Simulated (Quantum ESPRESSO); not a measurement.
Runs of Quantum ESPRESSO 7.5 on HgSe. The structure is cubic, space group F-43m (No. 216). Conventional cell: a = 6.078 Å, b = 6.078 Å, c = 6.078 Å, α = 90.00°, β = 90.00°, γ = 90.00°. Hg (site symmetry -43m) is surrounded by 4 Se at 2.63 Å. Se (site symmetry -43m) is surrounded by 4 Hg at 2.63 Å. 

| k mesh | mesh quality | gap on the mesh (eV) | pressure (GPa) |
| --- | --- | --- | --- |
| 10 × 10 × 10 | not flagged | none | 4.9 |
| 6 × 6 × 6 | coarse | none | 4.9 |
| 2 × 2 × 2 | coarse | none | 9.3 |
| 8 × 8 × 8 | not flagged | none | 4.9 |
| 4 × 4 × 4 | coarse | none | (a) |

Alike in all rows: task phonons; level PBE; potentials or basis GBRV 1.5 PBE; no spin polarisation; cell as given; cutoff (eV) 612; smearing fermi-dirac 0.05 eV.

Problem. Estimate the missing entries.

Solution. (a) 5.3.

Caveats: some runs use coarse meshes; the cell is more than 3 GPa from zero pressure, which shifts response properties; the mesh is thin for the phonons of a metal (some runs).

A k mesh can miss the band edges, and the runs leave out spin-orbit coupling on Hg, Se.

A gap of «none» marks a metal or a gap under the smearing width.
